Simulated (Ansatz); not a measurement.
H started in the widest void in rocksalt CdO, 65 atoms, charge 0

These are results of Ansatz, DFT, PBEsol, PAW, plane waves, not measurements.

Command:

```sh
ansatz run in.yaml --threads 8 --pin off --max-ram 118750MiB --runs-dir r --events-out ev --progress --plain --backend cuda --devices 0,
```

The input less its lattice and atoms (starting moments on atoms near the defect: 1 μB in all):

```yaml
crystal:
  symmetry: { detect: false }
kpoints:
  mp_grid: { grid: [1, 1, 1], shift: [0.25, 0.25, 0.25] }
hamiltonian:
  xc: pbesol
magnetization:
  spin_polarized: true
scf:
  occupations: { method: fermi_dirac, width: 0.01 }
relax:
  f_tol: 0.03
  max_steps: 80
  escape_saddle: false
  adjacent_minimum: "off"
output:
  forces: true
  eigenvalues: true
  populations: true
```

Start:

```xyz
65
Lattice="9.3811 0.0000 0.0000 0.0000 9.3811 0.0000 0.0000 0.0000 9.3811" Properties=species:S:1:pos:R:3 pbc="T T T"
O     2.3565    9.3794    9.3550
O     2.3738    0.0031    4.6709
O     2.3413    4.7016    0.0032
O     2.3102    4.7201    4.7173
O     7.0479    0.0027    9.3771
O     7.0345    9.3688    4.7165
O     7.0412    4.7168    0.0134
O     7.0403    4.7103    4.6807
O     9.3725    2.3597    9.3685
O     0.0002    2.3439    4.6409
O     0.0356    7.0513    9.3650
O     0.0098    7.0301    4.6553
O     4.7044    2.3357    0.0163
O     4.7207    2.3665    4.7033
O     4.6762    7.0255    0.0193
O     4.6853    7.0347    4.6548
O     9.3686    9.3550    2.3461
O     0.0067    9.3483    7.0657
O     9.3756    4.6966    2.3577
O     0.0122    4.6937    7.0084
O     4.7067    9.3625    2.3515
O     4.7082    0.0296    7.0346
O     4.7037    4.7067    2.3099
O     4.7395    4.7197    7.0101
O     2.3357    2.3293    2.3142
O     2.3649    2.3383    7.0446
O     2.3224    7.0455    2.3598
O     2.3606    7.0042    7.0590
O     7.0359    2.3844    2.3700
O     7.0319    2.3246    7.0110
O     7.0317    7.0122    2.3336
O     7.0127    7.0109    7.0499
Cd    9.3759    9.3743    0.0003
Cd    0.0012    9.3557    4.7181
Cd    0.0385    4.6978    0.0130
Cd    9.3707    4.7101    4.7262
Cd    4.7034    9.3586    9.3422
Cd    4.6798    9.3745    4.6971
Cd    4.7012    4.7017    9.3770
Cd    4.6766    4.6938    4.7183
Cd    2.3160    2.3287    0.0224
Cd    2.3288    2.3451    4.6847
Cd    2.3564    7.0312    9.3690
Cd    2.3816    7.0210    4.6883
Cd    7.0186    2.3519    0.0120
Cd    7.0226    2.3199    4.6958
Cd    7.0045    7.0522    9.3738
Cd    7.0429    7.0345    4.7062
Cd    2.3594    0.0297    2.3762
Cd    2.3534    0.0080    7.0443
Cd    2.3599    4.6830    2.3388
Cd    2.3623    4.6591    7.0463
Cd    7.0174    0.0158    2.3438
Cd    7.0377    9.3551    7.0299
Cd    7.0277    4.6942    2.3463
Cd    7.0304    4.7088    7.0575
Cd    9.3735    2.3619    2.3430
Cd    9.3734    2.3278    7.0221
Cd    0.0201    7.0204    2.3642
Cd    9.3679    7.0308    7.0421
Cd    4.7086    2.3467    2.3416
Cd    4.7060    2.3735    7.0315
Cd    4.6842    7.0525    2.3349
Cd    4.6926    7.0654    7.0433
H     3.5076    3.5187    3.5512
```

Steps:

```json
{"step": "start", "energy less the first (eV)": "0.000", "largest force component (eV/Å)": "0.577"}
{"step": "1", "energy less the first (eV)": "-0.297", "largest force component (eV/Å)": "0.215"}
{"step": "2", "energy less the first (eV)": "-0.387", "largest force component (eV/Å)": "0.222"}
{"step": "3", "energy less the first (eV)": "-0.495", "largest force component (eV/Å)": "0.643"}
{"step": "4", "energy less the first (eV)": "-0.844", "largest force component (eV/Å)": "1.314"}
{"step": "5", "energy less the first (eV)": "-1.572", "largest force component (eV/Å)": "1.496"}
{"step": "6", "energy less the first (eV)": "-1.687", "largest force component (eV/Å)": "3.961"}
{"step": "7", "energy less the first (eV)": "-2.149", "largest force component (eV/Å)": "0.697"}
{"step": "8", "energy less the first (eV)": "-2.243", "largest force component (eV/Å)": "0.410"}
{"step": "9", "energy less the first (eV)": "-2.324", "largest force component (eV/Å)": "0.111"}
{"step": "10", "energy less the first (eV)": "-2.346", "largest force component (eV/Å)": "0.027"}
{"step": "11", "energy less the first (eV)": "-2.346", "largest force component (eV/Å)": "0.027"}
{"step": "12", "energy less the first (eV)": "-2.346", "largest force component (eV/Å)": "0.080"}
{"step": "13", "energy less the first (eV)": "-2.347", "largest force component (eV/Å)": "0.004"}
{"step": "14", "energy less the first (eV)": "-2.347", "largest force component (eV/Å)": "0.004"}
```

A structure on the way, about -0.39 eV from the start:

```
O Cd H
1.0
     9.38115    0.00000    0.00000
     0.00000    9.38115    0.00000
     0.00000    0.00000    9.38115
O Cd H
32 32 1
Cartesian
  2.3548 0.0130 0.0011
  2.3503 9.3752 4.6916
  2.3380 4.6900 9.3659
  2.3726 4.6701 4.6787
  7.0361 9.3808 9.3802
  7.0281 0.0042 4.6909
  7.0337 4.6839 0.0031
  7.0602 4.7072 4.6891
  0.0047 2.3513 0.0038
  9.3738 2.3316 4.6948
  0.0091 7.0350 9.3716
  0.0078 7.0421 4.6894
  4.7093 2.3448 9.3681
  4.6736 2.3826 4.6701
  4.6849 7.0313 0.0138
  4.6882 7.0497 4.6887
  0.0004 0.0075 2.3424
  0.0057 0.0019 7.0329
  0.0024 4.6916 2.3399
  0.0043 4.6892 7.0193
  4.7052 9.3722 2.3483
  4.6853 0.0043 7.0308
  4.6678 4.6703 2.3621
  4.7025 4.6884 7.0542
  2.3620 2.3475 2.3517
  2.3431 2.3477 7.0489
  2.3394 7.0496 2.3452
  2.3605 7.0302 7.0282
  7.0495 2.3433 2.3462
  7.0350 2.3479 7.0208
  7.0361 7.0270 2.3396
  7.0312 7.0379 7.0393
  9.3787 9.3776 0.0042
  9.3694 9.3668 4.6886
  9.3705 4.6929 9.3746
  0.0041 4.6972 4.6943
  4.6919 9.3742 9.3728
  4.6905 0.0036 4.6934
  4.6929 4.6936 0.0085
  4.7663 4.7541 4.7582
  2.3433 2.3394 0.0033
  2.2775 2.2845 4.7528
  2.3439 7.0489 9.3716
  2.3461 7.0314 4.6929
  7.0527 2.3426 9.3694
  7.0358 2.3480 4.6911
  7.0407 7.0328 0.0046
  7.0479 7.0478 4.6886
  2.3436 9.3755 2.3455
  2.3383 9.3759 7.0485
  2.2968 4.7450 2.2867
  2.3412 4.6911 7.0405
  7.0494 9.3659 2.3415
  7.0376 0.0016 7.0330
  7.0423 4.6939 2.3450
  7.0469 4.6990 7.0504
  9.3758 2.3457 2.3502
  9.3657 2.3472 7.0534
  9.3786 7.0447 2.3471
  0.0046 7.0390 7.0392
  4.7512 2.2894 2.2838
  4.6920 2.3415 7.0381
  4.6950 7.0396 2.3450
  4.6925 7.0428 7.0495
  3.5275 3.5106 3.5681
```

End:

```
O Cd H
1.0
     9.38115    0.00000    0.00000
     0.00000    9.38115    0.00000
     0.00000    0.00000    9.38115
O Cd H
32 32 1
Direct
  0.24951 0.00170 0.99965
  0.24741 0.00244 0.49956
  0.25078 0.49948 0.00071
  0.25627 0.49399 0.50047
  0.74857 0.00184 0.99813
  0.74685 0.00348 0.49784
  0.74877 0.50088 0.99943
  0.74789 0.50286 0.49934
  0.00052 0.25132 0.00039
  0.99195 0.25220 0.49772
  0.99973 0.75066 0.99960
  0.00029 0.75004 0.49889
  0.49785 0.25221 0.99182
  0.50778 0.24301 0.50770
  0.49902 0.75003 0.00016
  0.49812 0.75787 0.49798
  0.99978 0.00170 0.24938
  0.99825 0.00186 0.74843
  0.00084 0.49949 0.25064
  0.99956 0.50089 0.74864
  0.49970 0.00246 0.24726
  0.49799 0.00348 0.74672
  0.50061 0.49397 0.25614
  0.49949 0.50288 0.74775
  0.25728 0.24996 0.25712
  0.24707 0.25088 0.74780
  0.25082 0.74977 0.25069
  0.24943 0.75067 0.74876
  0.74792 0.25088 0.24694
  0.74695 0.25215 0.74682
  0.74889 0.75067 0.24930
  0.74848 0.75208 0.74835
  0.99899 0.00021 0.99886
  0.99621 0.99881 0.49895
  0.99992 0.50176 0.99980
  0.99936 0.50316 0.49953
  0.49910 0.99880 0.99607
  0.49682 0.99682 0.49667
  0.49967 0.50316 0.99924
  0.50341 0.52137 0.50327
  0.24727 0.25073 0.99953
  0.22791 0.24685 0.50395
  0.24866 0.75047 0.99991
  0.24728 0.75088 0.49960
  0.75155 0.25130 0.99594
  0.75349 0.25352 0.49644
  0.75014 0.75140 0.99875
  0.75134 0.75401 0.49886
  0.24947 0.00051 0.24932
  0.24814 0.00049 0.74979
  0.25120 0.49929 0.25105
  0.24921 0.50114 0.75000
  0.74992 0.00050 0.24799
  0.74795 0.00230 0.74781
  0.75013 0.50114 0.24907
  0.74970 0.50210 0.74957
  0.99966 0.25073 0.24712
  0.99608 0.25131 0.75142
  0.00004 0.75047 0.24854
  0.99888 0.75140 0.75001
  0.50411 0.24683 0.22775
  0.49659 0.25352 0.75338
  0.49973 0.75087 0.24714
  0.49900 0.75402 0.75123
  0.44601 0.30127 0.44577
```

The calculation finished and met its thresholds.

Time: 22 s of wall time on one NVIDIA GB300 with 8 processor threads, on a host shared with other runs; peak host memory 2.2 GiB.

Q: How much energy did the relaxation gain, and which atom moved most?

A: 2.35 eV in 14 steps, from a start with small random displacements (neighbours that lie too close to an added atom are first pushed off); atom 65 (H) moved 1.16 Å, the median atom 0.05 Å (drift of the whole cell removed).

The moment started at 1 μB and ended at 0.0 μB; no other spin state is shown. The program warned that the state may not be the lowest. The one k point has no symmetry partners, which can distort the end along one axis.
